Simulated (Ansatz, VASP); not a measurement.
**Two plane-wave programs on BN**

```xyz
2
Lattice="0.0000 1.8130 1.8130 1.8130 0.0000 1.8130 1.8130 1.8130 0.0000" Properties=species:S:1:pos:R:3 pbc="T T T"
N     0.9065    0.9065    0.9065
B     0.0000    0.0000    0.0000
```

The cell is a database's computed one.

Alike in both runs: task single point; functional PBE; k mesh 13 × 13 × 13; occupations gaussian, width 0.028 eV; no spin polarisation.

|  | VASP | Ansatz |
| --- | --- | --- |
| version | VASP 6.6.1 | Ansatz 0.2.0 |
| potentials or method | VASP PAW PBE potentials, release 64 (N, B) | Ansatz PAW |
| plane-wave cutoff (eV) | 520 | 420 |
| valence electrons in the cell | 8 | 8 |

VASP gave:

| Property | Result |
| --- | --- |
| gap on the k mesh at the Fermi level (eV) | 4.52 |
| least direct gap on the mesh (eV) | 8.78 |
| pressure (GPa) | -0.2 |

**Question.** Estimate Ansatz's values.

**Answer.** gap on the k mesh at the Fermi level (eV): 4.54; least direct gap on the mesh (eV): 8.79; pressure (GPa): -0.4.

The functional is the same, so the differences come from potentials, cutoffs and numerics.

Caveats: an odd mesh through Γ misses points on the zone boundary, where band edges often lie (VASP); odd divisions of the mesh miss points on the zone boundary, where band edges often lie, so the gap on the mesh can be too wide (Ansatz); the pressure holds a Pulay correction of +1.1 GPa for the finite cutoff (Ansatz).
